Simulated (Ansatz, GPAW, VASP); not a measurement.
# One calculation of Pt, 3 ways

```xyz
1
Lattice="0.0000 1.9609 1.9609 1.9609 0.0000 1.9609 1.9609 1.9609 0.0000" Properties=species:S:1:pos:R:3 pbc="T T T"
Pt    0.0000    0.0000    0.0000
```

Alike in all runs: task single point; functional PBE; k mesh 12 × 12 × 12; occupations gaussian, width 0.014 eV; no spin polarisation; no spin-orbit coupling. Pressure is positive in compression and, in plane waves, holds the error of the finite cutoff.

```csv
program and potentials,plane-wave cutoff (eV),notes,band gap (eV),pressure (GPa)
"VASP, PBE PAW files Pt, 520 eV",520,10 valence electrons an atom on average,no gap,9.68
"GPAW, GPAW PAW data sets (gpaw-data 1.2.1)",600,16 valence electrons an atom on average,no gap,9.71
"Ansatz, all-electron LAPW, scalar-relativistic",-,-,no gap,10.16
```

None finds a gap. The pressure spans 9.68 (VASP, PBE PAW files Pt, 520 eV) to 10.16 GPa (Ansatz, all-electron LAPW, scalar-relativistic), with all-electron results at 10.16.

The functional is the same throughout but for its coding, so the spread measures potentials, basis and numerics; runs on potential files found faulty are left out.
